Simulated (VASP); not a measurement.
```yaml
crystal:
  lattice:
    - [0.00000, 3.08378, 3.08378]
    - [3.08378, 0.00000, 3.08378]
    - [3.08378, 3.08378, 0.00000]
  atoms:
    - { symbol: Zn, position: [0.00000, 0.00000, 0.00000] }
    - { symbol: Te, position: [0.25000, 0.25000, 0.25000] }
```

Method: optB88-vdW, VASP's PBE PAW potentials (set 64) (plane waves; VASP). Run with 520 eV cut-off, Gaussian smearing of 0.050 eV, potentials Zn Te.

Unless said otherwise, spin-orbit coupling is left out, though it shifts the bands of the heavy elements here.

### Question
Give the energies of bands 2 to 12 at the high-symmetry points, in eV from the valence-band maximum.

### Answer

```json
[
 {"band": "2", "Γ": "-6.93", "X": "-6.85", "U": "-6.86", "L": "-6.88", "W": "-6.85"},
 {"band": "3", "Γ": "-6.93", "X": "-6.80", "U": "-6.82", "L": "-6.88", "W": "-6.82"},
 {"band": "4", "Γ": "-6.93", "X": "-6.80", "U": "-6.77", "L": "-6.72", "W": "-6.75"},
 {"band": "5", "Γ": "-6.72", "X": "-6.70", "U": "-6.72", "L": "-6.72", "W": "-6.73"},
 {"band": "6", "Γ": "-6.72", "X": "-6.53", "U": "-6.49", "L": "-6.59", "W": "-6.46"},
 {"band": "7", "Γ": "0.00", "X": "-4.86", "U": "-4.73", "L": "-4.96", "W": "-4.71"},
 {"band": "8", "Γ": "0.00", "X": "-2.04", "U": "-2.90", "L": "-0.84", "W": "-2.67"},
 {"band": "9", "Γ": "0.00", "X": "-2.04", "U": "-1.70", "L": "-0.84", "W": "-2.44"},
 {"band": "10", "Γ": "0.98", "X": "2.26", "U": "2.67", "L": "1.67", "W": "4.33"},
 {"band": "11", "Γ": "4.44", "X": "2.46", "U": "4.66", "L": "5.08", "W": "4.85"},
 {"band": "12", "Γ": "4.44", "X": "9.54", "U": "7.60", "L": "5.08", "W": "5.73"}
]
```

The gap is direct, 0.98 eV, from the valence maximum at Γ to the conduction minimum at Γ.

Measured: gap 2.43 eV (computed value off by -1.45 eV), as given by Anna Miglio et al., npj Computational Materials (2020), arXiv:2011.12765 [zero-point renormalisation of 40 meV (experimental, the table's column) added back].

The compound is ZnTe in the zinc blende structure. It was relaxed first.
